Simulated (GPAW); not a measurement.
## NaF (Villiaumite): G0W0 on several meshes in GPAW

How does the mesh move the gap of NaF (Villiaumite)?

Main program and level: GPAW 26.7.0; PBE and many-body steps on it, plane waves.

## (1) The structure

It takes space group Fm-3m (No. 225, cubic). The conventional cell has a = 4.640 Å, b = 4.640 Å, c = 4.640 Å, α = 90.00°, β = 90.00°, γ = 90.00°. Na has 6 F at 2.32 Å nearest. Nearest to F lie 6 Na at 2.32 Å. Farther neighbours and most contacts between anions are not listed.

Structure file:

```
Na F
1.0
     0.00000    2.32000    2.32000
     2.32000    0.00000    2.32000
     2.32000    2.32000    0.00000
Na F
1 1
Direct
  0.00000 0.00000 0.00000
  0.50000 0.50000 0.50000
```

The cell and positions come from the Crystallography Open Database and are kept as given unless a step says otherwise.

## (2) Empty states on the mesh, 6×6×6 mesh, 234 bands

This step: GPAW 26.7.0; DFT, PBE, plane waves, PAW.

The sums over transitions need many empty states on a uniform mesh; this step solves for them.

Contents of run.py:

```python
import json
import numpy as np
from gpaw.mpi import world
from gpaw import GPAW

calc = GPAW('gs.gpw').fixed_density(kpts={'size': (6, 6, 6), 'gamma': True},
    parallel={'domain': 1, 'band': 1},
    txt='nscf.txt')
calc.diagonalize_full_hamiltonian(nbands=234)
calc.write('full.gpw', mode='all')
res = {}
kpts = calc.get_ibz_k_points()
res['kpts'] = kpts
res['eigenvalues'] = [calc.get_eigenvalues(kpt=k) for k in range(len(kpts))]
res['n_electrons'] = calc.get_number_of_electrons()

if world.rank == 0:
    with open('result.json', 'w') as f:
        json.dump(res, f, default=lambda x: x.tolist())
```

Started as:

```
$ mpirun -n 4 gpaw python run.py
```

Numbers of over 12 decimals in the logs are rounded to 6 here.

The log of the run:

```text
Diagonalizing LCAO Hamiltonian
Converting LCAO to pw mode
convergence criteria:
- Maximum integral of absolute [eigenst]ate change: 4e-08 eV^2 / valence electron
maximum number of iterations: 100

SCF iterations
|iter     |     time |      energy | eigst |  dens |
|iter:   1|  |             | +1.95 |       |
|iter:   2|  |             | +0.55 |       |
|iter:   3|  |             | -1.06 |       |
|iter:   4|  |             | -3.30 |       |
|iter:   5|  |             | -5.23 |       |
|iter:   6|  |             | -7.16 |       |
|iter:   7|  |             | -8.20c|       |
SCF steps: 7
  __  _  _
 | _ |_)|_||  |
 |__||  | ||/\| - 26.7.0

Input parameters:
  mode=PW(ecut=600.0),
  convergence={'density': 1e-06, 'bands': -3},
  gpts=array([20, 20, 20]),
  kpts=MonkhorstPack(size=(6, 6, 6), gamma=True),
  maxiter=100,
  nbands=14,
  occupations=Occupations(name='fermi-dirac', width=0.001, fixmagmom=False),
  parallel={'domain': 1, 'band': 1},
  xc=XC(name='PBE')
Matrix size: 869x869
# Writing to full.gpw (mode='all')
  [... matrices ...]

timing:  # [seconds]
  Total: 3.094  # ━━━━━━━━━━━━━━━━━━━━━━━━━━━━━━━━━━━━━━━━━━━━━━━━━━━━━━━━━━━
```

Run time: 6.3 s. Hardware: 4 MPI ranks of Arm Neoverse V2, shared host; peak memory 0.87 GiB.

This step gave:

```
gap                                                           : 6.307 eV
k of the valence top                                          : 0, 0, 0
k of the conduction bottom                                    : 0, 0, 0
least direct gap                                              : 6.307 eV
k points computed                                             : 16
lowest point of the top converged band, above the valence top : 243.9262 eV
```

On this mesh the gap is 6.307 eV.

## (3) 6×6×6

Now the one-shot GW correction: screening in the RPA, then the self-energy of the levels asked for.

This step: G0W0 on PBE, plane waves, PAW.

Contents of run.py:

```python
import json
import numpy as np
from gpaw.mpi import world
from gpaw.response.g0w0 import G0W0

gw = G0W0('full.gpw',
    filename='gw',
    kpts=[0],
    bands=(5, 9),
    ecut=150,
    nbands=104,
    integrate_gamma='WS',
    ppa=True)
gw.calculate()
res = {mode: {k: v for k, v in r.items() if k != 'sigma_eskwn'}
       for mode, r in gw.all_results.items()}

if world.rank == 0:
    with open('result.json', 'w') as f:
        json.dump(res, f, default=lambda x: x.tolist())
```

Started as:

```
$ mpirun -n 4 gpaw python run.py
```

The log of the run:

```text
Using integrator: PointIntegrator
FrequencyGridDescriptor(from 0.000+0.000j to 0.000+27.211j eV, 2 points)
Nonperiodic BCs:  [False False False]
Using integrator: PointIntegrator
FrequencyGridDescriptor(from 0.000+0.000j to 0.000+27.211j eV, 2 points)
Nonperiodic BCs:  [False False False]
  ___  _ _ _
 |   || | | |
 | | || | | |
 |__ ||_____|
 |___|

BZ k-points: Symmetries present (total): 48

  [... matrices ...]
216 k-points: 6 x 6 x 6 Monkhorst-Pack grid + [1/12,1/12,1/12]
16 k-points in the irreducible part of the Brillouin zone
       k-points in crystal coordinates                weights
   0:     0.00000000    0.00000000    0.00000000          1/216
   1:     0.16666667    0.16666667    0.00000000          6/216
   2:     0.16666667    0.16666667    0.16666667          8/216
   3:     0.33333333    0.16666667    0.16666667         12/216
   4:     0.33333333    0.33333333   -0.33333333         12/216
   5:     0.33333333    0.33333333    0.00000000          6/216
   6:     0.33333333    0.33333333    0.16666667         24/216
   7:     0.33333333    0.33333333    0.33333333          8/216
   8:     0.50000000    0.33333333   -0.33333333         24/216
   9:     0.50000000    0.33333333   -0.16666667         12/216
          ...
  15:     0.50000000    0.50000000    0.50000000          4/216

Distributing spins, k-points and bands (1 x 1 x 4) over 4 processes
Number of blocks: 1

Quasi particle states:
k-points (IBZ indices): [0]
Band range: (5, 9)
  [... matrices ...]
Computational parameters:
Plane wave cut-off: 150 eV
Number of bands: 104
Coulomb cutoff: None
Broadening: 0.1 eV

fxc modes: GW
Kernel: RPA
Using Godby-Needs plasmon-pole approximation:
  Fitting energy: i*E0, E0 = 1.000 Hartree
Summing all q:

Calculating screened Coulomb potential
No Coulomb truncation
FrequencyGridDescriptor(from 0.000+0.000j to 0.000+27.211j eV, 2 points)
Removing empty qpoint cache files...

Calculating chi0 body with:
    Ground state adapter containing:
    Number of spins: 1
    Number of kpoints: 216
    Number of irreducible kpoints: 16
    Number of completely occupied states: 7
    Number of partially occupied states: 7
    Occupied states memory: 0.8544921875 M / cpu

    Linear response parametrization:
    q_c: [1.3877787807814457e-17, 1.3877787807814457e-17, 1.3877787807814457e-17]
    Number of frequency points: 2
    Planewave cutoff: 150.0
    Number of bands: 104
    Number of planewaves: 113
    Broadening (eta): 1e-06
    comm.size: 4
    kncomm.size: 4
    blockcomm.size: 1

    Memory estimate of potentially large arrays:
        chi0_wGG: 0.389679 M / cpu
Integrating chi0 body.

Symmetries of q_c:
    Direct symmetries (Uq -> q): 48
    Indirect symmetries (TUq -> q): 0
In total 48 allowed symmetries.

  [... matrices ...]
16 groups of equivalent kpoints. 92.592593% reduction.

Integral kind: response function
Integrating chi0 head and wings.

Symmetries of q_c:
    Direct symmetries (Uq -> q): 48
    Indirect symmetries (TUq -> q): 0
In total 48 allowed symmetries.

  [... matrices ...]
16 groups of equivalent kpoints. 92.592593% reduction.

Integral kind: response function wings

Calculating chi0 body with:
    Ground state adapter containing:
    Number of spins: 1
    Number of kpoints: 216
    Number of irreducible kpoints: 16
    Number of completely occupied states: 7
    Number of partially occupied states: 7
[... the further q-points ...]

Results:
f:      Occupation numbers
eps:     KS-eigenvalues [eV]
vxc:     KS vxc [eV]
exx:     Exact exchange [eV]
sigma:   Self-energies [eV]
dsigma:  Self-energy derivatives
Z:       Renormalization factors
qp:      QP-energies [eV]

k-point 0 (0): (0.000, 0.000, 0.000)                GW
band       f     eps     vxc     exx   sigma  dsigma       Z      qp
                                                                   GW
   5   1.000  -1.755 -23.616 -31.289   4.436  -0.225   0.816  -4.397
   6   1.000  -1.755 -23.616 -31.289   4.436  -0.225   0.816  -4.397
   7   0.000   4.552 -10.086  -5.862  -2.598  -0.106   0.904   6.022
   8   0.000  17.233  -7.089  -2.119  -3.103  -0.109   0.902  18.918
```

It took 40 s on 4 MPI ranks; peak memory 1.2 GiB.

Numbers from this step:

```
G0W0 gap on the points computed              : 10.42 eV
least direct G0W0 gap on the computed points : 10.42 eV
Z at the valence top                         : 0.8163
Z at the conduction bottom                   : 0.9042
starting gap on the mesh                     : 6.307 eV
k of the valence top                         : 0, 0, 0
k of the conduction bottom                   : 0, 0, 0
```

The gap on the mesh goes from 6.31 eV to 10.42 eV, a correction of +4.11 eV.

## (4) Empty states on the mesh, 4×4×4 mesh, 114 bands

This step: DFT, PBE, plane waves, PAW.

Contents of run.py:

```python
import json
import numpy as np
from gpaw.mpi import world
from gpaw import GPAW

calc = GPAW('gs.gpw').fixed_density(kpts={'size': (4, 4, 4), 'gamma': True},
    parallel={'domain': 1, 'band': 1},
    txt='nscf.txt')
calc.diagonalize_full_hamiltonian(nbands=114)
calc.write('full.gpw', mode='all')
res = {}
kpts = calc.get_ibz_k_points()
res['kpts'] = kpts
res['eigenvalues'] = [calc.get_eigenvalues(kpt=k) for k in range(len(kpts))]
res['n_electrons'] = calc.get_number_of_electrons()

if world.rank == 0:
    with open('result.json', 'w') as f:
        json.dump(res, f, default=lambda x: x.tolist())
```

Started as:

```
$ mpirun -n 4 gpaw python run.py
```

The log of the run:

```text
Diagonalizing LCAO Hamiltonian
Converting LCAO to pw mode
convergence criteria:
- Maximum integral of absolute [eigenst]ate change: 4e-08 eV^2 / valence electron
maximum number of iterations: 100

SCF iterations
|iter     |     time |      energy | eigst |  dens |
|iter:   1|  |             | +1.90 |       |
|iter:   2|  |             | +0.17 |       |
|iter:   3|  |             | -1.11 |       |
|iter:   4|  |             | -3.21 |       |
|iter:   5|  |             | -5.56 |       |
|iter:   6|  |             | -7.37 |       |
|iter:   7|  |             | -8.23c|       |
SCF steps: 7
  __  _  _
 | _ |_)|_||  |
 |__||  | ||/\| - 26.7.0

Input parameters:
  mode=PW(ecut=600.0),
  convergence={'density': 1e-06, 'bands': -3},
  gpts=array([20, 20, 20]),
  kpts=MonkhorstPack(size=(4, 4, 4), gamma=True),
  maxiter=100,
  nbands=14,
  occupations=Occupations(name='fermi-dirac', width=0.001, fixmagmom=False),
  parallel={'domain': 1, 'band': 1},
  xc=XC(name='PBE')
Matrix size: 869x869
# Writing to full.gpw (mode='all')
  [... matrices ...]

timing:  # [seconds]
  Total: 1.714  # ━━━━━━━━━━━━━━━━━━━━━━━━━━━━━━━━━━━━━━━━━━━━━━━━━━━━━━━━━━━
```

Elapsed: 4.7 s, on 4 MPI ranks; peak memory 0.87 GiB.

Numbers from this step:

```
gap                                                           : 6.307 eV
k of the valence top                                          : 0, 0, 0
k of the conduction bottom                                    : 0, 0, 0
least direct gap                                              : 6.307 eV
k points computed                                             : 8
lowest point of the top converged band, above the valence top : 148.4691 eV
```

On this mesh the gap is 6.307 eV.

## (5) 4×4×4

This step: G0W0 on PBE, plane waves, PAW.

Contents of run.py:

```python
import json
import numpy as np
from gpaw.mpi import world
from gpaw.response.g0w0 import G0W0

gw = G0W0('full.gpw',
    filename='gw',
    kpts=[0],
    bands=(5, 9),
    ecut=150,
    nbands=104,
    integrate_gamma='WS',
    ppa=True)
gw.calculate()
res = {mode: {k: v for k, v in r.items() if k != 'sigma_eskwn'}
       for mode, r in gw.all_results.items()}

if world.rank == 0:
    with open('result.json', 'w') as f:
        json.dump(res, f, default=lambda x: x.tolist())
```

Started as:

```
$ mpirun -n 4 gpaw python run.py
```

The log of the run:

```text
Using integrator: PointIntegrator
FrequencyGridDescriptor(from 0.000+0.000j to 0.000+27.211j eV, 2 points)
Nonperiodic BCs:  [False False False]
Using integrator: PointIntegrator
FrequencyGridDescriptor(from 0.000+0.000j to 0.000+27.211j eV, 2 points)
Nonperiodic BCs:  [False False False]
  ___  _ _ _
 |   || | | |
 | | || | | |
 |__ ||_____|
 |___|

BZ k-points: Symmetries present (total): 48

  [... matrices ...]
64 k-points: 4 x 4 x 4 Monkhorst-Pack grid + [1/8,1/8,1/8]
8 k-points in the irreducible part of the Brillouin zone
       k-points in crystal coordinates                weights
   0:     0.00000000    0.00000000    0.00000000          1/64
   1:     0.25000000    0.25000000    0.00000000          6/64
   2:     0.25000000    0.25000000    0.25000000          8/64
[...]
6:     0.50000000    0.50000000    0.25000000         24/64
   7:     0.50000000    0.50000000    0.50000000          4/64

Distributing spins, k-points and bands (1 x 1 x 4) over 4 processes
Number of blocks: 1

Quasi particle states:
k-points (IBZ indices): [0]
Band range: (5, 9)
  [... matrices ...]
Computational parameters:
Plane wave cut-off: 150 eV
Number of bands: 104
Coulomb cutoff: None
Broadening: 0.1 eV

fxc modes: GW
Kernel: RPA
Using Godby-Needs plasmon-pole approximation:
  Fitting energy: i*E0, E0 = 1.000 Hartree
Summing all q:

Calculating screened Coulomb potential
No Coulomb truncation
FrequencyGridDescriptor(from 0.000+0.000j to 0.000+27.211j eV, 2 points)
Removing empty qpoint cache files...

Calculating chi0 body with:
    Ground state adapter containing:
    Number of spins: 1
    Number of kpoints: 64
    Number of irreducible kpoints: 8
    Number of completely occupied states: 7
    Number of partially occupied states: 7
    Occupied states memory: 0.8544921875 M / cpu

    Linear response parametrization:
    q_c: [0.0, 0.0, 0.0]
    Number of frequency points: 2
    Planewave cutoff: 150.0
    Number of bands: 104
    Number of planewaves: 113
    Broadening (eta): 1e-06
    comm.size: 4
    kncomm.size: 4
    blockcomm.size: 1

    Memory estimate of potentially large arrays:
        chi0_wGG: 0.389679 M / cpu
Integrating chi0 body.

Symmetries of q_c:
    Direct symmetries (Uq -> q): 48
    Indirect symmetries (TUq -> q): 0
In total 48 allowed symmetries.

  [... matrices ...]
8 groups of equivalent kpoints. 87.5% reduction.

Integral kind: response function
Integrating chi0 head and wings.

Symmetries of q_c:
    Direct symmetries (Uq -> q): 48
    Indirect symmetries (TUq -> q): 0
In total 48 allowed symmetries.

  [... matrices ...]
8 groups of equivalent kpoints. 87.5% reduction.

Integral kind: response function wings

Calculating chi0 body with:
    Ground state adapter containing:
    Number of spins: 1
    Number of kpoints: 64
    Number of irreducible kpoints: 8
    Number of completely occupied states: 7
    Number of partially occupied states: 7
    Occupied states memory: 0.8544921875 M / cpu

    Linear response parametrization:
[... the further q-points ...]

Results:
f:      Occupation numbers
eps:     KS-eigenvalues [eV]
vxc:     KS vxc [eV]
exx:     Exact exchange [eV]
sigma:   Self-energies [eV]
dsigma:  Self-energy derivatives
Z:       Renormalization factors
qp:      QP-energies [eV]

k-point 0 (0): (0.000, 0.000, 0.000)                GW
band       f     eps     vxc     exx   sigma  dsigma       Z      qp
                                                                   GW
   5   1.000  -1.755 -23.616 -31.296   4.431  -0.226   0.816  -4.405
   6   1.000  -1.755 -23.616 -31.296   4.431  -0.226   0.816  -4.405
   7   0.000   4.552 -10.086  -5.847  -2.605  -0.106   0.904   6.029
   8   0.000  17.233  -7.089  -2.118  -3.089  -0.158   0.864  18.858
```

Wall time 11 s (4 MPI ranks); peak memory 0.92 GiB.

Numbers from this step:

| Quantity | Value |
| --- | --- |
| G0W0 gap on the points computed | 10.43 eV |
| least direct G0W0 gap on the computed points | 10.43 eV |
| Z at the valence top | 0.8158 |
| Z at the conduction bottom | 0.9039 |
| starting gap on the mesh | 6.307 eV |
| k of the valence top | 0, 0, 0 |
| k of the conduction bottom | 0, 0, 0 |

Against G0W0 in GPAW (6×6×6 mesh, 104 bands, screening to 150 eV, Godby-Needs plasmon pole), the gap moves by +0.016 eV.

## (6) Side by side

Times are wall times on 4 MPI ranks of Arm Neoverse V2, shared host, good to a factor of about two.

```
  run   mesh  bands  screening cutoff (eV)  DFT gap (eV)  gap on the mesh (eV)  direct (eV)  time
6×6×6  6×6×6    104                    150         6.307                10.418       10.418  40 s
4×4×4  4×4×4    104                    150         6.307                10.435       10.435  11 s
```

## (7) Summary of results

* 6×6×6: 10.418 eV
* 4×4×4: 10.435 eV
* known limits: not at the basis limit; coarse k mesh

4×4×4: +0.016 eV against 6×6×6. Bands and cutoff are finite, so the gap is not at the basis limit. The miss can reach some tenths of an eV and take either sign; the mesh is an error of its own. These stock PAW sets were not made for GW. In the G0W0 runs levels were corrected at 1 k point alone, so a gap called «on the mesh» is the least over those, and an edge elsewhere would be missed.

[Paths, hosts, dates, memory and timing lines, banners, echoed tables and standing remarks are left out of the program output.]

[Logs are printed without paths, hosts, clocks, repeated set-up lines and the standing remarks that a program may print on its own settings, such as how far it seeks lower states.]

[Runs of the session that timed out or met a known fault of the program may be left out.]

[Hosts, paths, dates, database ids (printed as entryN), source tags and the programs' standing remarks are cut or masked in the printed files.]
